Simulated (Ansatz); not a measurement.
A run of Ansatz 0.2.0 is set up as follows.

The input input.yaml:

```yaml
crystal:
  lattice:
    - [0.0, 2.5450727058, 2.5450727058]
    - [2.5450727058, 0.0, 2.5450727058]
    - [2.5450727058, 2.5450727058, 0.0]
  atoms:
    - { symbol: Zr, position: [0.0, 0.0, 0.0] }
    - { symbol: O, position: [0.75, 0.75, 0.75] }
    - { symbol: O, position: [0.25, 0.25, 0.25] }
hamiltonian:
  xc: blyp
  pseudopotentials: { kind: paw }
kpoints:
  mp_grid: { grid: [9, 9, 9] }
  band_path:
    path:
      - [[0.0, 0.0, 0.0], [0.5, 0.0, 0.5], [0.5, 0.25, 0.75], [0.375, 0.375, 0.75], [0.0, 0.0, 0.0], [0.5, 0.5, 0.5], [0.625, 0.25, 0.625], [0.5, 0.25, 0.75], [0.5, 0.5, 0.5], [0.375, 0.375, 0.75]]
      - [[0.625, 0.25, 0.625], [0.5, 0.0, 0.5]]
    npoints: 14
scf:
  occupations: { method: fermi_dirac, width: 0.05 }
  n_extra_bands: 7
output:
  forces: true
  stress: true
  eigenvalues: true
  fatbands: false
```

Potentials or basis: Ansatz PAW.

Run with:

```console
$ ansatz run input.yaml --threads 2 --pin off --max-ram 5632MiB --backend cpu --events-out ev --progress --plain --runs-dir out
```

(1) Estimate the pressure.

(2) What does it give for the band gap along the path?

Answers

(1) 10.8 GPa.

(2) 3.41 eV, indirect (least direct gap 3.87 eV).

Caveat: the pressure holds a Pulay correction of +0.9 GPa for the finite cutoff; the PAW data sets come from PBE, with cores solved anew for the run's functional, which leaves a small shift of forces and pressure.
